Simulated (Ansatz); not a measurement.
# MgSi under changes of volume

One of the cells (17.355 Å³/atom); the others are scaled copies at fixed shape and fractional positions:

```
Si Mg
1.0
     2.90839    0.00000    0.00000
     0.00000    2.90839    0.00000
     0.00000    0.00000    4.10343
Si Mg
1 1
Direct
  0.50000 0.50000 0.50000
  0.00000 0.00000 0.00000
```

The cell comes from a database or a generator and needn't be the stable form of this composition.

| Property | Result |
| --- | --- |
| Program | Ansatz 0.2.0 |
| Functional | HSE06 |
| Potentials or basis | Ansatz PAW |
| Cutoff | 420 eV (not typed: the program's choice for these potentials) |
| k mesh | 6 × 6 × 4 |
| Occupations | fermi-dirac, width 0.05 eV |
| Spin | no spin polarisation |

```csv
volume (Å³/atom),energy over the lowest point (meV/atom),pressure (GPa)
16.314,?,?
16.661,6.03,2.9
17.008,1.42,1.4
17.355,0.00,0.0
17.702,1.39,-1.2
18.049,5.23,-2.3
18.396,11.20,-3.2
```

Problem. What does the run at 16.314 Å³/atom give?

Solution. Energy over the lowest point 14.22 meV/atom; pressure 4.6 GPa.

Worked out: A Birch-Murnaghan fit of order 3 (a polynomial in V^(-2/3)) to the other rows has its minimum at 17.35 Å³/atom with B0 = V·E''(V) = 65 GPa and B' = 5.7 at fixed shape and positions, which overstates the stiffness. It gives 14.30 meV/atom at 16.314 Å³/atom, against the run's 14.22, and -dE/dV = 4.7 GPa, against 4.6.

Energies are extrapolated to zero smearing.

Caveats: all runs use coarse meshes; the PAW data sets come from PBE, with cores solved anew for the run's functional, which leaves a small shift of forces and pressure; the thresholds are loose for stress.
